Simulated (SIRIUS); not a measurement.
# Sn under changes of volume

One of the cells (27.749 Å³/atom); the others are scaled copies at fixed shape and fractional positions:

```
Sn
1.0
    -1.90720    1.90720    1.90720
     1.90720   -1.90720    1.90720
     1.90720    1.90720   -1.90720
Sn
1
Direct
  0.00000 0.00000 0.00000
```

This isn't the form of Sn at room conditions, which is tetragonal (white tin).

* Program: SIRIUS 7.10.0
* Functional: PBE
* Potentials or basis: PseudoDojo 0.4.1 PBE standard (scalar relativistic)
* Cutoff: 983 eV
* Density cutoff: 3932 eV
* k mesh: 10 × 10 × 10
* Occupations: fermi-dirac, width 0.05 eV
* Spin: no spin polarisation

```tsv
volume (Å³/atom)	energy over the lowest point (meV/atom)	pressure (GPa)
25.573	23.70	4.1
26.117	12.16	2.8
26.661	?	?
27.749	0.00	-0.2
28.293	2.11	-1.0
28.837	6.82	-1.7
```

Question: What does the run at 26.661 Å³/atom give?

Answer: Energy over the lowest point 4.67 meV/atom; pressure 1.7 GPa.

Worked out: A Birch-Murnaghan fit of order 3 (a polynomial in V^(-2/3)) to the other rows has its minimum at 27.61 Å³/atom with B0 = V·E''(V) = 44 GPa and B' = 4.7. It gives 4.65 meV/atom at 26.661 Å³/atom, against the run's 4.67, and -dE/dV = 1.7 GPa, against 1.7.

Energies are extrapolated to zero smearing.
